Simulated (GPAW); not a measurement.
## InP in GPAW: the effect of target pressure

The system is InP.

```
In P
1.0
     0.00000    2.93050    2.93050
     2.93050    0.00000    2.93050
     2.93050    2.93050    0.00000
In P
1 1
Direct
  0.00000 0.00000 0.00000
  0.75000 0.75000 0.75000
```

Alike in all runs:

| Property | Result |
| --- | --- |
| Program | GPAW 26.7.0 |
| Task | relaxation of cell and atoms |
| Functional | PBEsol |
| Potentials or basis | PAW data sets generated in the run's folder for this functional |
| Cutoff | 600 eV |
| Basis | pw |
| k mesh | 8 × 8 × 8 |
| Occupations | fermi-dirac, width 0.05 eV |
| Spin | no spin polarisation |

Each run relaxes the cell or the atoms first.

```csv
target pressure,target pressure,relaxed volume (Å³/atom),gap on the mesh (eV)
0 GPa,-,25.30,0.58
2 GPa,2 GPa,24.60,0.73
5 GPa,5 GPa,23.74,0.92
10 GPa,10 GPa,22.60,1.17
20 GPa,20 GPa,20.90,1.25
30 GPa,30 GPa,?,?
```

**Question.** What does the run with target pressure 30 GPa give?

**Answer.** Relaxed volume 19.68 Å³/atom; gap on the mesh 1.11 eV.

Worked out: In Murnaghan's law V^(-B') rises as a straight line in P. The other rows fit best with B' = 4.0, V0 = 25.29 Å³/atom and B0 = 70 GPa, which gives 19.70 Å³/atom at 30 GPa, against the run's 19.68. A parabola through the other rows of the gap on the mesh, of slope -0.0656 eV per GPa there, extrapolates to 0.84 eV, against the run's 1.11.

Caveats: later steps reuse the first step's grids; spin-orbit coupling is left out, which moves the levels of the heavy elements; the volume moved by over 15 % at a fixed basis, so the end points are rough (some runs).

A k mesh can miss the band edges.

Runs at the PBE level aren't shown here.
